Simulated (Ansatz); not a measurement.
# BP: the cost of one run

Program: Ansatz 0.2.0. Level of theory: plane waves, PAW. These are calculated values, not measurements.

1 further run of the same task is left out (it didn't finish).

**1. The system as given**

The structure is hexagonal, space group P6_3/mmc (No. 194). Conventional cell: a = 3.204 Å, b = 3.204 Å, c = 8.467 Å, α = 90.00°, β = 90.00°, γ = 120.00°. Around B (site symmetry -6m2) lie 3 P at 1.85 Å. P (site symmetry -6m2) is surrounded by 3 B at 1.85 Å.

As a file:

```
B P
1.0
     3.20394    0.00000    0.00000
    -1.60197    2.77469    0.00000
     0.00000    0.00000    8.46662
B P
2 2
Direct
  0.33333 0.66667 0.25000
  0.66667 0.33333 0.75000
  0.66667 0.33333 0.25000
  0.33333 0.66667 0.75000
```

Cell and atoms come from an earlier r2SCAN relaxation.

**2. PBE, anion s p, 6×6×2**

The input, input.yaml:

```yaml
crystal:
  lattice:
    - [3.2039354154, 0.0, 0.0]
    - [-1.6019677077, 2.7746894618, 0.0]
    - [0.0, 0.0, 8.466623591]
  atoms:
    - { symbol: B, position: [0.3333333333, 0.6666666667, 0.25] }
    - { symbol: B, position: [0.6666666667, 0.3333333333, 0.75] }
    - { symbol: P, position: [0.6666666667, 0.3333333333, 0.25] }
    - { symbol: P, position: [0.3333333333, 0.6666666667, 0.75] }
kpoints:
  mp_grid: { grid: [9, 9, 2] }
  band_path:
    path:
      - [[0.0, 0.0, 0.0], [0.5, 2.940260532947e-17, -2.863514705717e-33], [0.3333333333333, 0.3333333333333, -1.928019668741e-33], [0.0, 0.0, 0.0], [-1.354695547579e-50, 2.291784084569e-50, 0.5], [0.5, 2.940260532947e-17, 0.5], [0.3333333333333, 0.3333333333333, 0.5], [-1.354695547579e-50, 2.291784084569e-50, 0.5]]
      - [[0.5, 2.940260532947e-17, 0.5], [0.5, 2.940260532947e-17, -2.863514705717e-33]]
      - [[0.3333333333333, 0.3333333333333, 0.5], [0.3333333333333, 0.3333333333333, -1.928019668741e-33]]
    npoints: 10
hamiltonian:
  xc: pbe
scf:
  occupations: { method: fixed }
  n_extra_bands: 6
output:
  forces: false
  stress: false
  eigenvalues: true
  wannier:
    kmesh: [6, 6, 2]
    projections: [{ species: P, l: s, shell: 3 }, { species: P, l: p, shell: 3 }]
    minimise: true
    write_hr: true
    conv_tol: 1.0e-08
    max_iter: 3000
```

On the command line:

```bash
$ ansatz run input.yaml --threads 4 --pin off --max-ram 3686MiB --backend cpu --events-out ev --progress --plain --runs-dir out
```

What time and memory should one allow on 4 threads of Arm Neoverse N1, shared host?

About 2.8 s, with a peak of 0.37 GiB.
